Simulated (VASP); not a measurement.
Here is a VASP 6.6.1 calculation.

File INCAR:

```
SYSTEM = GaN
ALGO = Normal
EDIFF = 1E-7
ENCUT = 520
GGA = PE
ISIF = 2
ISMEAR = -1
LASPH = .True.
LCHARG = .False.
LREAL = .False.
LWAVE = .False.
NBANDS = 26
NELM = 100
PREC = Accurate
SIGMA = 0.02
```

File KPOINTS:

```
k-points
0
Gamma
  12 12 6
  0 0 0
```

File POSCAR:

```
GaN
1.0
    3.2594442404      0.0000000000      0.0000000000
   -1.6297221202      2.8227615144      0.0000000000
    0.0000000000      0.0000000000      4.8643928554
Ga N
2 2
Direct
    0.3333333333      0.6666666667      0.2500000000
    0.6666666667      0.3333333333      0.7500000000
    0.6666666667      0.3333333333      0.2500000000
    0.3333333333      0.6666666667      0.7500000000
```

Potentials or basis: VASP PAW PBE potentials, release 64 (Ga_d, N).

Launch:

```sh
$ cat potpaw_PBE.64/Ga_d/POTCAR potpaw_PBE.64/N/POTCAR > POTCAR
$ mpirun -np 1 vasp_std > vasp.out
```

**Question.** What does it give for the band gap on the k mesh?

**Answer.** 1.58 eV, direct.

**Question.** What does it give for the pressure?

**Answer.** 9.7 GPa.

Stress tensor (GPa, compression positive):
```
12.18  0.00  0.00
 0.00 12.18  0.00
 0.00  0.00  4.65
```
